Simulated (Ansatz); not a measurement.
CoO:

```
Co O
1.0
     1.60222    0.92504    2.56647
    -1.60222    0.92504    2.56647
     0.00000   -1.85008    2.56647
Co O
1 1
Direct
  0.99898 0.99898 0.99898
  0.75102 0.75102 0.75102
```

Measurements of this composition are mostly on another form, of space group No. 225.

A run of Ansatz 0.2.0 on this cell left the log below. Logs are shortened: lines on timing, memory, paths and dates and some standing lists are left out, and cuts for length are marked.

```text
Warning: output.stress: scf.convergence.dr2_threshold = 1e-7 eV (the SCF's general default) is looser than the 2e-10 eV advised for a printed stress (1e-10 eV for each atom of the cell: 2). What an SCF threshold leaves in a stress goes as its square root, and in the free energy as the threshold itself, and one threshold admits the most on a small cell: of the crystals measured, under no hybrid functional and no lock of the moments, on runs that ended without the residual-converged pass, on stresses that held no estimate of that error, the worst erred by over 100 MPa in a component at 1e-7 eV an atom and by under 5 at 1e-10. Set scf.convergence.dr2_threshold to 2e-10 eV or tighter. The threshold is an SCF's pass mark: one that does not reach it within its budget of iterations ends unconverged, or closes short of it on a stop that the run arms, and scf.convergence.dr2_threshold's page says what that costs each kind of run
Warning: output.stress: scf.exx.energy_threshold = 1e-6 eV is looser than the 2e-8 eV advised for a stress under a hybrid functional (1e-8 eV for each atom of the cell: 2). Every SCF of the exchange loop can meet its threshold on dr2 while the loop round them stops early: no threshold on dr2 bounds what that leaves in the stress. Set scf.exx.energy_threshold to 2e-8 eV or tighter. The threshold is the loop's pass mark: a loop that does not reach it within its budget of cycles ends unconverged, and scf.exx.energy_threshold's page has the law
scf.n_extra_bands = 6 over 12 filled bands (N_el = 23.0): the run solves 18 bands
GPUs: using 1 of 1 available (devices: 1).
Engine: ansatz 0.2.0, x86_64-unknown-linux-gnu
Pseudopotentials: kind: paw
Pseudopotential: Co, paw, valence charge 17, recommended cutoff 420 eV (normal), Co.paw.azcp
Pseudopotential: O, paw, valence charge 6, recommended cutoff 420 eV (normal), O.paw.azcp
Functional definition: unnamed
  parameter a_1 = 0.25
  parameter omega_1 = 0.207/angstrom
  exchange = pbe_x(mu = 0.12345679012345678) + (-a_1)*hjs_pbesol_x_sr(omega_1) + a_1*exact_x_sr(omega_1)
  correlation = pbe_c(beta = 0.046)
device memory: the entry about to start is reckoned to put 0.7 GiB on a device that reports 54.2 GiB free (of which the cap on the GPU budget leaves the run 18.0 GiB)
GPU FFT provider: cuFFT
GPU libraries: cuBLAS 13.8.2, cuFFT 12.4.0, cuSOLVER 12.3.4
Crystal: 2 atoms, lattice volume = 22.823 Å³
Basis set: ecut = 420 eV, 447 PW (Γ), exchange–correlation on 48×48×48 points (8 copies of the dense FFT grid, shifted against one another)
Bands: 18, of which v1, the nominal top of the filled ones, is band 12 counted from 1 (11 counted from 0)
Symmetry: 6 space group operations
Space group: R3m (ITA 160), of the structure as read, at distance tolerance 2.8e-5 Å
Magnetic group: BNS 160.65 (UNI 1295), of the structure as read, at distance tolerance 2.8e-5 Å
k-points: 19 of 125 (time reversal used)
Non-local potential: Co, projectors of the file, l = 0: 3, l = 1: 2, l = 2: 3, l = 3: 1
Non-local potential: O, projectors of the file, l = 0: 2, l = 1: 2, l = 2: 1
PAW form: soft (Blöchl's): semilocal exchange-correlation on the pseudo side does not see the compensation charge
[... 99 lines left out ...]
Spin contamination: 0.0057 ħ² per cell (⟨S²⟩ above its minimum at these occupations)
Per-site moments (μB) at R_I (Å): [(2.4640464113003215, 0.7875142689430613), (0.2196799497579853, 0.7875142689430613)]
Free energy (F): -5663.397160 eV
Frozen-core exchange: fock
Harris-Foulkes:  -5663.397160 eV  (|F-HF|=5.46e-12)
Internal energy: -5663.397160 eV  (E = F + TS)
E sigma→0 (E₀):  -5663.397160 eV
Fermi energy:    10.619409 eV
--- Per-component energies (eV) ---
  E_band       = -433.653378
  E_kinetic    = 620.113449
  E_local      = -3882.335404  (includes V_loc(G=0)·N_el)
  E_nonlocal   = 519.487390
  E_hartree    = 1602.868626
  E_xc         = -180.634293
  E_vxc        = -231.226961  (∫ρ·V_xc dr)
  E_exx        = -105.910550  (= α·E_x^exact, valence–valence)
  E_paw        = -1593.208502  (= ΣΔE_a)
  E_vpaw       = -453.610407  (= ΣTr[D̂ρ^β])
  E_aug_tail   = 0.002600  (compensation charges beyond the density's cutoff)
  E_ewald      = -2643.704935
  E_core_change = -0.075544  (= ΣΔE_core)
  E_smearing   = -0.000000  (= −TS)
  E_closure    = 0.000000  (closes the sum)
  Σ components = -5663.397160   (vs F -5663.397160, Δ=-9.09e-13)
--- Forces (eV/Å), atoms counted from 1 ---
  atom   1  Co    -0.00000000    -0.00000000     0.40202527
  atom   2  O      0.00000000     0.00000000    -0.40202144
  max |Σ_I F_I| component: 3.82e-6 eV/Å
--- Stress (GPa, compression-positive) ---
        1.338801       0.000000      -0.000000
        0.000000       1.338801       0.000000
        0.000000       0.000000       8.632020
  P = ⅓ Tr σ = 3.7699 GPa (37.699 kbar)
--- Band table (eV; the first three rows and the last of 38) ---
  k-point 0 ↑: bands = ["-92.0229", "-53.9967", "-53.9225", "-53.9225", "-11.3400", "2.7692", "2.8371", "2.8371", "6.4777", "6.4777", "9.7232", "9.7232", "9.8314", "11.3961", "25.6466", "25.6466", "26.2419", "31.5406"]
  k-point 1 ↑: bands = ["-92.0225", "-53.9992", "-53.9291", "-53.9237", "-11.1058", "2.5703", "2.9539", "2.9973", "6.4030", "6.4105", "8.2611", "9.4701", "9.5402", "13.2961", "22.7838", "25.8325", "26.2805", "29.7498"]
  k-point 2 ↑: bands = ["-92.0213", "-54.0032", "-53.9390", "-53.9254", "-10.7141", "2.5573", "3.2235", "3.2351", "6.2598", "6.4173", "6.4322", "8.9642", "8.9836", "16.2750", "19.4860", "25.2103", "25.5668", "29.1388"]
  k-point 18 ↓: bands = ["-87.9776", "-49.6253", "-49.6049", "-49.6000", "-9.9013", "3.7711", "4.8712", "5.4465", "9.0224", "9.1632", "12.7266", "14.6987", "14.8063", "19.2598", "20.5904", "23.7833", "26.2989", "30.6454"]
```

Problem. What input gives this log?

Solution. Band structure with HSEsol, collinear spin, ferromagnetic start. The files as run (others can give the same):

input
```
crystal:
  lattice:
    - [1.6022198417, 0.9250420569, 2.5664708903]
    - [-1.6022198417, 0.9250420569, 2.5664708903]
    - [0.0, -1.8500841138, 2.5664708903]
  atoms:
    - { symbol: Co, position: [0.99897832, 0.99897832, 0.99897832], spin: 2.0 }
    - { symbol: O, position: [0.75102103, 0.75102103, 0.75102103] }
hamiltonian:
  xc:
    exchange: hjs_pbesol
    correlation: pbesol
    exx: { coeff: 0.25, omega: 0.207 }
  pseudopotentials: { kind: paw }
magnetization:
  spin_polarized: true
kpoints:
  mp_grid: { grid: [5, 5, 5] }
  band_path:
    path:
      - [[0.0, 0.0, 0.0], [0.5, 0.0, 0.0], [0.5, 0.2532748666, -0.2532748666]]
      - [[0.7467251334, 0.5, 0.2532748666], [0.5, 0.5, 0.5], [0.0, 0.0, 0.0], [0.3766374333, 0.0, -0.3766374333]]
      - [[0.6233625667, 0.3766374333, 0.0], [0.5, 0.5, 0.0], [0.6233625667, 0.6233625667, 0.2532748666], [0.5, 0.5, 0.5]]
      - [[0.5, 0.0, 0.0], [0.7467251334, 0.3766374333, 0.3766374333]]
    npoints: 4
scf:
  occupations: { method: fermi_dirac, width: 0.05 }
  n_extra_bands: 6
output:
  forces: true
  stress: true
  eigenvalues: true
  fatbands: false
```

Caveat: the k mesh is coarse (spacing up to 0.48 Å⁻¹), so the values aren't converged, least of all with exact exchange; the magnetic or orbital state may not be the lowest; the pressure holds a Pulay correction of +0.7 GPa for the finite cutoff; a cell with one magnetic atom can't hold antiferromagnetic order, which such compounds often take; the PAW data sets come from PBE, with cores solved anew for the run's functional, which leaves a small shift of forces and pressure; the thresholds are loose for stress.
